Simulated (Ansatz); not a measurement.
# ZnS: equation of state with LC-wPBE

The system is ZnS.

```
Zn S
1.0
     0.00000    2.70200    2.70200
     2.70200    0.00000    2.70200
     2.70200    2.70200    0.00000
Zn S
1 1
Direct
  0.75000 0.75000 0.75000
  0.00000 0.00000 0.00000
```

```
Program             : Ansatz 0.2.0
Task                : equation of state
Functional          : LC-wPBE
Potentials or basis : Ansatz PAW
Cutoff              : 420 eV
Density cutoff      : 1680 eV
k mesh              : 5 × 5 × 5
Occupations         : fermi-dirac, width 0.05 eV
Spin                : no spin polarisation
```

| Property | Result |
| --- | --- |
| Equilibrium volume | 19.09 Å³/atom |
| Bulk modulus | 89 GPa |
| Pressure derivative of the bulk modulus | 4.2 |

Energy against volume, from the lowest point:
```csv
volume (Å³/atom),energy (meV/atom)
18.543,4.24
18.938,0.00
19.332,0.52
19.727,5.30
20.121,13.90
20.516,25.90
20.910,41.04
```

All runs of the series together: 110 s on 2 threads of Arm Neoverse V1, with other jobs on the host.

Caveat: the k mesh is coarse (spacing up to 0.40 Å⁻¹), so the values aren't converged, least of all with exact exchange; the PAW data sets were made with another functional, which shifts forces and pressure a little.
